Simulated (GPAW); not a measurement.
## TiZn15O16 (ZnO32 Ti1): moments or none

Aim: find out whether TiZn15O16 (ZnO32 Ti1) carries moments when they start parallel, and what they gain.

Main program and level: GPAW 26.7.0; PBE; plane waves with GPAW's PAW setups, scalar-relativistic.

**1. The structure**

The structure is trigonal, space group P3m1 (No. 156). Conventional cell: a = 6.500 Å, b = 6.500 Å, c = 10.414 Å, α = 90.00°, β = 90.00°, γ = 120.00°. Nearest to Ti lie 4 O at 1.97 to 1.99 Å. Nearest to O lie 1 Ti at 1.97 Å and 3 Zn at 1.97 to 1.99 Å. Nearest to Zn lie 4 O at 1.97 to 1.99 Å. Nearest to O lie 4 Zn at 1.97 to 1.99 Å. Nearest to O lie 4 Zn at 1.97 to 1.99 Å. Farther neighbours, and contacts between anions beyond the nearest, are not listed.

The cell is a made-up one and need not be a known phase.

**2. Run 1 (ferro +)**

Parallel moments need no larger cell; this start tests for a ferromagnetic state only.

Input file order1.py:

```python
import json
import numpy as np
from ase import Atoms
from ase.parallel import paropen, parprint
from gpaw import GPAW

atoms = Atoms(['Ti', 'O', 'Zn', 'O', 'Zn', 'O', 'Zn', 'O', 'Zn', 'O', 'Zn', 'O', 'Zn', 'O', 'Zn', 'O', 'Zn', 'O', 'Zn', 'O', 'Zn', 'O', 'Zn', 'O', 'Zn', 'O', 'Zn', 'O', 'Zn', 'O', 'Zn', 'O'],
    cell=[[6.5, 0.0, 0.0],
         [-3.25, 5.629165, 0.0],
         [0.0, 0.0, 10.414]],
    scaled_positions=[[0.0, 0.0, 0.0],
         [0.166667, 0.333333, 0.059],
         [0.166667, 0.333333, 0.25],
         [0.0, 0.0, 0.309],
         [0.0, 0.0, 0.5],
         [0.166667, 0.333333, 0.559],
         [0.166667, 0.333333, 0.75],
         [0.0, 0.0, 0.809],
         [0.0, 0.5, 0.0],
         [0.166667, 0.833333, 0.059],
         [0.166667, 0.833333, 0.25],
         [0.0, 0.5, 0.309],
         [0.0, 0.5, 0.5],
         [0.166667, 0.833333, 0.559],
         [0.166667, 0.833333, 0.75],
         [0.0, 0.5, 0.809],
         [0.5, 0.0, 0.0],
         [0.666667, 0.333333, 0.059],
         [0.666667, 0.333333, 0.25],
         [0.5, 0.0, 0.309],
         [0.5, 0.0, 0.5],
         [0.666667, 0.333333, 0.559],
         [0.666667, 0.333333, 0.75],
         [0.5, 0.0, 0.809],
         [0.5, 0.5, 0.0],
         [0.666667, 0.833333, 0.059],
         [0.666667, 0.833333, 0.25],
         [0.5, 0.5, 0.309],
         [0.5, 0.5, 0.5],
         [0.666667, 0.833333, 0.559],
         [0.666667, 0.833333, 0.75],
         [0.5, 0.5, 0.809]],
    pbc=True,
    magmoms=[1.0, 0.0, 0.0, 0.0, 0.0, 0.0, 0.0, 0.0, 0.0, 0.0, 0.0, 0.0, 0.0, 0.0, 0.0, 0.0, 0.0, 0.0, 0.0, 0.0, 0.0, 0.0, 0.0, 0.0, 0.0, 0.0, 0.0, 0.0, 0.0, 0.0, 0.0, 0.0])
atoms.calc = GPAW(mode={'name': 'pw', 'ecut': 600},
    xc='PBE',
    kpts={'size': (5, 5, 3), 'gamma': True},
    occupations={'name': 'fermi-dirac', 'width': 0.05},
    convergence={'density': 1e-05, 'energy': 1e-05},
    maxiter=200,
    mixer={'name': 'pulay', 'beta': 0.05, 'nmaxold': 6, 'weight': 50},
    symmetry={'tolerance': 1e-4},
    txt='order1.txt')
e = atoms.get_potential_energy(force_consistent=True)
res = {'free_energy': e, 'energy_sigma0': atoms.get_potential_energy(), 'fermi_energy': atoms.calc.get_fermi_level()}
res['moments'] = atoms.get_magnetic_moments().tolist()
res['total'] = atoms.get_magnetic_moment()
parprint('site moments (muB):', np.round(res['moments'], 3))
parprint(f"total moment: {res['total']:.3f} muB")
parprint(f'free energy: {e:.6f} eV')
atoms.calc.write('order1.gpw')
with paropen('results.json', 'w') as f:
    json.dump(res, f)
```

The run is started by

```
$ OMP_NUM_THREADS=1 mpirun -n 4 gpaw python order1.py > order1.log
```

Log:

```text
site moments (muB): [ 0.815 -0.003  0.002  0.001  0.     0.001  0.002 -0.     0.007 -0.003
  0.002  0.001  0.001  0.001  0.002  0.001  0.007  0.002  0.001  0.001
  0.001  0.001  0.001  0.001  0.007 -0.003  0.002  0.001  0.001  0.001
  0.002  0.001]
total moment: 1.084 muB
free energy: -153.206441 eV

--- order1.txt ---
Input parameters:
  mode=PW(ecut=600),
  convergence={'density': 1e-05, 'energy': 1e-05},
  kpts=MonkhorstPack(size=(5, 5, 3), gamma=True),
  maxiter=200,
  mixer=Pulay(name='pulay', nmaxold=6, beta=0.05, weight=50, sigma=0.015, g_ss=None),
  occupations=Occupations(name='fermi-dirac', width=0.05),
  symmetry=Symmetry(tolerance=0.0001),
  xc=XC(name='PBE')

Diagonalizing LCAO Hamiltonian
Converting LCAO to pw mode

          Zn      Zn
         O       O
           OZn     OZn
          O       O
            O       O
         Zn      Zn
           Zn      Zn
         OZn     OZn
            Zn      Zn
          OO      OO

         Zn O    Zn O
           Ti      Zn

Atoms  # Å, Bohr magnetons
|    | symbol |         x |        y |        z |    initial magnetic moments |
|----|--------|-----------|----------|----------|-----------------------------|
|  0 |     Ti |  0.000000 | 0.000000 | 0.000000 | ( 0.0000,  0.0000,  1.0000) |
|  1 |      O |  0.000003 | 1.876386 | 0.614426 | ( 0.0000,  0.0000,  0.0000) |
|  2 |     Zn |  0.000003 | 1.876386 | 2.603500 | ( 0.0000,  0.0000,  0.0000) |
|  3 |      O |  0.000000 | 0.000000 | 3.217926 | ( 0.0000,  0.0000,  0.0000) |
|  4 |     Zn |  0.000000 | 0.000000 | 5.207000 | ( 0.0000,  0.0000,  0.0000) |
|  5 |      O |  0.000003 | 1.876386 | 5.821426 | ( 0.0000,  0.0000,  0.0000) |
|  6 |     Zn |  0.000003 | 1.876386 | 7.810500 | ( 0.0000,  0.0000,  0.0000) |
|  7 |      O |  0.000000 | 0.000000 | 8.424926 | ( 0.0000,  0.0000,  0.0000) |
|  8 |     Zn | -1.625000 | 2.814583 | 0.000000 | ( 0.0000,  0.0000,  0.0000) |
|  9 |      O | -1.624997 | 4.690969 | 0.614426 | ( 0.0000,  0.0000,  0.0000) |
| 10 |     Zn | -1.624997 | 4.690969 | 2.603500 | ( 0.0000,  0.0000,  0.0000) |
| 11 |      O | -1.625000 | 2.814583 | 3.217926 | ( 0.0000,  0.0000,  0.0000) |
| 12 |     Zn | -1.625000 | 2.814583 | 5.207000 | ( 0.0000,  0.0000,  0.0000) |
| 13 |      O | -1.624997 | 4.690969 | 5.821426 | ( 0.0000,  0.0000,  0.0000) |
| 14 |     Zn | -1.624997 | 4.690969 | 7.810500 | ( 0.0000,  0.0000,  0.0000) |
| 15 |      O | -1.625000 | 2.814583 | 8.424926 | ( 0.0000,  0.0000,  0.0000) |
| 16 |     Zn |  3.250000 | 0.000000 | 0.000000 | ( 0.0000,  0.0000,  0.0000) |
| 17 |      O |  3.250003 | 1.876386 | 0.614426 | ( 0.0000,  0.0000,  0.0000) |
| 18 |     Zn |  3.250003 | 1.876386 | 2.603500 | ( 0.0000,  0.0000,  0.0000) |
| 19 |      O |  3.250000 | 0.000000 | 3.217926 | ( 0.0000,  0.0000,  0.0000) |
| 20 |     Zn |  3.250000 | 0.000000 | 5.207000 | ( 0.0000,  0.0000,  0.0000) |
| 21 |      O |  3.250003 | 1.876386 | 5.821426 | ( 0.0000,  0.0000,  0.0000) |
| 22 |     Zn |  3.250003 | 1.876386 | 7.810500 | ( 0.0000,  0.0000,  0.0000) |
| 23 |      O |  3.250000 | 0.000000 | 8.424926 | ( 0.0000,  0.0000,  0.0000) |
| 24 |     Zn |  1.625000 | 2.814583 | 0.000000 | ( 0.0000,  0.0000,  0.0000) |
| 25 |      O |  1.625003 | 4.690969 | 0.614426 | ( 0.0000,  0.0000,  0.0000) |
| 26 |     Zn |  1.625003 | 4.690969 | 2.603500 | ( 0.0000,  0.0000,  0.0000) |
| 27 |      O |  1.625000 | 2.814583 | 3.217926 | ( 0.0000,  0.0000,  0.0000) |
| 28 |     Zn |  1.625000 | 2.814583 | 5.207000 | ( 0.0000,  0.0000,  0.0000) |
| 29 |      O |  1.625003 | 4.690969 | 5.821426 | ( 0.0000,  0.0000,  0.0000) |
| 30 |     Zn |  1.625003 | 4.690969 | 7.810500 | ( 0.0000,  0.0000,  0.0000) |
| 31 |      O |  1.625000 | 2.814583 | 8.424926 | ( 0.0000,  0.0000,  0.0000) |

Unit cell  # Å
| periodic |         x |        y |         z |   lengths |     angles |
|----------|-----------|----------|-----------|-----------|------------|
|      yes |  6.500000 | 0.000000 |  0.000000 |  6.500000 |  90.000000 |
|      yes | -3.250000 | 5.629165 |  0.000000 |  6.500000 |  90.000000 |
|      yes |  0.000000 | 0.000000 | 10.414000 | 10.414000 | 120.000001 |

Number of symmetries: 6

BZ-sampling:
  Number of BZ points: 75
  Number of IBZ points: 12

  Monkhorst-Pack size: [5, 5, 3]
  Monkhorst-Pack shift: [0, 0, 0]

K-points  # in reciprocal-cell coordinates
|     |                                coordinates |     weight |
|-----|--------------------------------------------|------------|
|   0 | (  0.00000000,   0.00000000,   0.00000000) | 0.01333333 |
|   1 | (  0.00000000,   0.00000000,   0.33333333) | 0.02666667 |
|   2 | (  0.20000000,   0.00000000,  -0.33333333) | 0.08000000 |
|   3 | (  0.20000000,   0.00000000,   0.00000000) | 0.08000000 |
|   4 | (  0.20000000,   0.00000000,   0.33333333) | 0.08000000 |
|   5 | (  0.40000000,  -0.20000000,   0.00000000) | 0.08000000 |
|   6 | (  0.40000000,  -0.20000000,   0.33333333) | 0.16000000 |
|   7 | (  0.40000000,   0.00000000,  -0.33333333) | 0.08000000 |
|   8 | (  0.40000000,   0.00000000,   0.00000000) | 0.08000000 |
|   9 | (  0.40000000,   0.00000000,   0.33333333) | 0.08000000 |
| ... |                                            |            |
|  11 | (  0.40000000,   0.40000000,   0.33333333) | 0.16000000 |

Plane wave coefficients: 12735
Cutoff: 600.0 eV

Spin-components: 2 (collinear spins)
Bands:           178
Projectors:      176
Spin-degeneracy: 1
Datatype:        complex128

Parallelization:
  kpt:    4
  domain: 1
  band:   1

Density:
  Valence electrons: 288.0
  Components: 2
  Grid points: [40 40 60]
  Charge: 0.0  # |e|

Potential:
  Grid points: [40 40 60]

species:
  Ti:
    name:    Titanium
    Z:       22.0
    valence: 12
    core:    10
    charge:  0.0  # [|e|]
    compensation charges:
      type: gauss
      rc: 0.38  # [Å]
      lmax: 2
    cutoffs:
      filter: 2.23  # [Å]
      core: 1.02  # [Å]
    projectors
    | kind |    occ | energy [eV] | rcut [Å] |
    |------|--------|-------------|----------|
    |   3s |  2.000 |     -62.623 |    1.270 |
    |   4s |  2.000 |      -4.466 |    1.270 |
    |   3p |  6.000 |     -38.862 |    1.058 |
    |   4p |  0.000 |      -1.466 |    1.058 |
    |   3d |  2.000 |      -4.258 |    1.058 |
    |    d |        |      22.953 |    1.058 |

    Using partial waves for Ti as LCAO basis

  O:
    name:    Oxygen
    Z:       8.0
    valence: 6
    core:    2
    charge:  0.0  # [|e|]
    compensation charges:
      type: gauss
      rc: 0.21  # [Å]
      lmax: 2
    cutoffs:
      filter: 1.17  # [Å]
      core: 0.83  # [Å]
    projectors
    | kind |    occ | energy [eV] | rcut [Å] |
    |------|--------|-------------|----------|
    |   2s |  2.000 |     -23.961 |    0.688 |
    |   2p |  4.000 |      -9.029 |    0.598 |
    |    s |        |       3.251 |    0.688 |
    |    p |        |      18.182 |    0.598 |
    |    d |        |       0.000 |    0.619 |

    Using partial waves for O as LCAO basis

  Zn:
    name:    Zinc
    Z:       30.0
    valence: 12
    core:    18
    charge:  0.0  # [|e|]
    compensation charges:
      type: gauss
      rc: 0.37  # [Å]
      lmax: 2
    cutoffs:
      filter: 2.14  # [Å]
      core: 2.28  # [Å]
    projectors
    | kind |    occ | energy [eV] | rcut [Å] |
    |------|--------|-------------|----------|
    |   4s |  2.000 |      -5.977 |    1.286 |
    |   4p |  0.000 |      -1.117 |    1.270 |
    |   3d | 10.000 |     -10.142 |    1.180 |
    |    s |        |      21.234 |    1.286 |
    |    p |        |      26.095 |    1.270 |
    |    d |        |      17.070 |    1.180 |

    Using partial waves for Zn as LCAO basis

Reference energy: -788797.550894  # eV

eigensolver:
  PPCG
  Converge bands: occupied
  niter=2

density mixing:
  Pulay-Mixer
  Linear mixing parameters: 0.05
  Old densities: 6
  Fourier metric: weight=50, sigma=0.015

occupation numbers:
  Fermi-Dirac:
    width: 0.0500  # eV

poisson solver:
  ecut: 4800.0  # eV

xc functional:
  name: PBE with 2 nearest neighbor stencil

convergence criteria:
- Maximum integral of absolute [dens]ity change: 1e-05 electrons / valence electron
- Maximum [total energy] change in last 3 cyles: 1e-05 eV / valence electron
- Maximum integral of absolute [eigenst]ate change: 4e-08 eV^2 / valence electron
maximum number of iterations: 200

SCF iterations
|iter     |      energy | eigst |  dens |  magmom |
|---------|-------------|-------|-------|---------|
|iter:   1|       0s | -177.947192 | +0.91 |       |  +0.9993|
|iter:   2|      16s | -170.495080 | -0.19 | -0.97 |  +0.9543|
|iter:   3|      32s | -160.060985 | -0.06 | -1.04 |  +0.9686|
|iter:   4|      48s | -153.226392 | +0.24 | -1.16 |  +1.0384|
|iter:   5|      64s | -153.409059 | -0.74 | -1.47 |  +1.0872|
|iter:   6|      80s | -153.430002 | -1.03 | -1.59 |  +1.0097|
|iter:   7|      96s | -153.242575 | -0.97 | -1.92 |  +1.0387|
|iter:   8|     111s | -153.469653 | -0.78 | -1.98 |  +1.0057|
|iter:   9|     127s | -153.190373 | -1.39 | -2.04 |  +1.0191|
|iter:  10|     143s | -153.169574 | -1.98 | -2.53 |  +1.0304|
|iter:  11|     159s | -153.167733 | -2.60 | -2.82 |  +1.0278|
|iter:  12|     175s | -153.168101c| -3.30 | -2.77 |  +1.0390|
|iter:  13|     190s | -153.168348c| -3.85 | -3.02 |  +1.0414|
|iter:  14|     206s | -153.168663c| -4.32 | -3.04 |  +1.0434|
|iter:  15|     221s | -153.169721c| -3.90 | -3.06 |  +1.0566|
|iter:  16|     237s | -153.169931c| -4.18 | -3.18 |  +1.0611|
|iter:  17|     253s | -153.170069c| -4.94 | -3.23 |  +1.0631|
|iter:  18|     269s | -153.170791c| -4.19 | -3.27 |  +1.0735|
|iter:  19|     285s | -153.170843c| -4.91 | -3.86 |  +1.0756|
|iter:  20|     301s | -153.170880c| -5.13 | -3.97 |  +1.0782|
|iter:  21|     316s | -153.170897c| -5.65 | -4.13 |  +1.0795|
|iter:  22|     332s | -153.170903c| -6.00 | -4.32 |  +1.0800|
|iter:  23|     348s | -153.170911c| -6.15 | -4.39 |  +1.0809|
|iter:  24|     363s | -153.170912c| -6.63 | -4.48 |  +1.0813|
|iter:  25|     379s | -153.170914c| -7.13 | -4.52 |  +1.0816|
|iter:  26|     395s | -153.170928c| -6.13 | -4.54 |  +1.0834|
|iter:  27|     410s | -153.170926c| -6.99 | -4.90 |  +1.0834|
|iter:  28|     418s | -153.170927c| -7.56c| -4.93 |  +1.0835|
|iter:  29|     434s | -153.170929c| -7.01 | -4.96 |  +1.0840|
|iter:  30|     442s | -153.170929c| -7.68c| -5.09c|  +1.0839|

Converged in 30 steps
Energy contributions relative to reference atoms: (reference = -788797.550894)

Energy contributions:
  Kinetic:         340.783975
  Coulomb:        -299.174448
  Zero:              1.995367
  External:          0.000000
  Xc:             -196.740309
  Entropy:          -0.071025
  Spinorbit:         0.000000
  ----------------------------
  Free energy:    -153.206441
  Extrapolated:   -153.170929

dipole moment: (-78.495037, -104.746592, -103.766243)  # |e|*Ang

Total magnetic moment: (0.000000, 0.000000, 1.083912)

Local magnetic moments
|        x |        y |         z |
|----------|----------|-----------|
| 0.000000 | 0.000000 |  0.814521 |  # Ti   0
| 0.000000 | 0.000000 | -0.002818 |  # O    1
| 0.000000 | 0.000000 |  0.001841 |  # Zn   2
| 0.000000 | 0.000000 |  0.000912 |  # O    3
| 0.000000 | 0.000000 |  0.000368 |  # Zn   4
| 0.000000 | 0.000000 |  0.000817 |  # O    5
| 0.000000 | 0.000000 |  0.002082 |  # Zn   6
| 0.000000 | 0.000000 | -0.000030 |  # O    7
| 0.000000 | 0.000000 |  0.006511 |  # Zn   8
| 0.000000 | 0.000000 | -0.002818 |  # O    9
| 0.000000 | 0.000000 |  0.001841 |  # Zn  10
| 0.000000 | 0.000000 |  0.000797 |  # O   11
| 0.000000 | 0.000000 |  0.000540 |  # Zn  12
| 0.000000 | 0.000000 |  0.000817 |  # O   13
| 0.000000 | 0.000000 |  0.002082 |  # Zn  14
| 0.000000 | 0.000000 |  0.001385 |  # O   15
[...]
| 0.000000 | 0.000000 |  0.000693 |  # Zn  22
| 0.000000 | 0.000000 |  0.001385 |  # O   23
| 0.000000 | 0.000000 |  0.006511 |  # Zn  24
| 0.000000 | 0.000000 | -0.002818 |  # O   25
| 0.000000 | 0.000000 |  0.001841 |  # Zn  26
| 0.000000 | 0.000000 |  0.000797 |  # O   27
| 0.000000 | 0.000000 |  0.000540 |  # Zn  28
| 0.000000 | 0.000000 |  0.000817 |  # O   29
| 0.000000 | 0.000000 |  0.002082 |  # Zn  30
| 0.000000 | 0.000000 |  0.001385 |  # O   31

Fermi level: 6.651
Eigenvalues  # (at kpt = [0.000, 0.000, 0.000])
| band index |      eig [eV] | occ [0-1] |      eig [eV] | occ [0-1] |
|------------|---------------|-----------|---------------|-----------|
|          0 |       -52.040 |     1.000 |       -51.131 |     1.000 |
|        ... |               |           |               |           |
|        137 |         3.598 |     1.000 |         3.602 |     1.000 |
|        138 |         3.786 |     1.000 |         3.790 |     1.000 |
|        139 |         3.786 |     1.000 |         3.790 |     1.000 |
|        140 |         3.907 |     1.000 |         3.914 |     1.000 |
|        141 |         4.220 |     1.000 |         4.223 |     1.000 |
|        142 |         4.220 |     1.000 |         4.223 |     1.000 |
|        143 |         4.920 |     1.000 |         4.947 |     1.000 |
|        144 |         6.588 |     0.780 |         7.491 |     0.000 |
|        145 |         6.589 |     0.777 |         7.507 |     0.000 |
|        146 |         7.391 |     0.000 |         7.824 |     0.000 |
|        147 |         7.499 |     0.000 |         7.824 |     0.000 |
|        148 |         7.844 |     0.000 |         8.179 |     0.000 |
|        149 |         7.844 |     0.000 |         8.180 |     0.000 |
|        150 |         8.043 |     0.000 |         8.312 |     0.000 |
|        151 |         9.285 |     0.000 |         9.298 |     0.000 |
|        152 |         9.605 |     0.000 |         9.634 |     0.000 |
|        ... |               |           |               |           |
|        177 |        14.266 |     0.000 |        14.273 |     0.000 |

No gap
No difference between direct/indirect transitions
```

Elapsed: 8.1 min, on 4 MPI ranks of AMD EPYC 9B45 (Zen 5), shared host; peak memory 3.1 GiB; 32 min of CPU time.

Spin moment in the augmentation sphere by element, in μB:

| element | atoms | mean | spread (r.m.s.) | least | largest |
| --- | --- | --- | --- | --- | --- |
| Ti | 1 | 0.815 | 0.000 | 0.815 | 0.815 |
| O | 16 | 0.000 | 0.002 | -0.003 | 0.002 |
| Zn | 15 | 0.002 | 0.002 | 0.000 | 0.006 |

The atoms farthest from the mean of their element:

| atom | x, y, z (Å) | spin moment in the augmentation sphere (μB) |
| --- | --- | --- |
| Zn9 | -1.62, 2.81, 0.00 | 0.006 |
| Zn17 | 3.25, 0.00, 0.00 | 0.006 |
| Zn25 | 1.62, 2.81, 0.00 | 0.006 |
| O2 | 0.00, 1.88, 0.61 | -0.003 |
| O10 | -1.62, 4.69, 0.61 | -0.003 |
| O26 | 1.63, 4.69, 0.61 | -0.003 |
| Zn5 | 0.00, 0.00, 5.21 | 0.000 |
| Zn13 | -1.62, 2.81, 5.21 | 0.001 |

This step gave:

```
magnetization : 1.084 μB
final state   : ferromagnetic
```

After 30 cycles the largest moment stands at 0.815 μB.

(Continued in part 2 of 2.)

[Long decimals in the printed logs are rounded to 6 places.]

[Logs and program files are shortened in this print: banners, set-up blocks, solver, clock and traceback lines can be left out without a mark of their own.]

[Logs are printed without paths, hosts, clocks, repeated set-up lines and the standing remarks that a program may print on its own settings, such as how far it seeks lower states.]

[Hosts, paths, dates, database ids (printed as entryN), source tags and the programs' standing remarks are cut or masked in the printed files.]

[Where the starting crystal was built by hand or by swapping elements, it need not be the compound's stable phase.]

[Where a cell is said to come from a database of computed structures, the database is the Materials Project.]

[Runs that the program refused, that were killed for memory or that had too few empty states are not shown or counted.]

[Lattice constants of own cells that a recipe calls measured were typed without a cited source.]
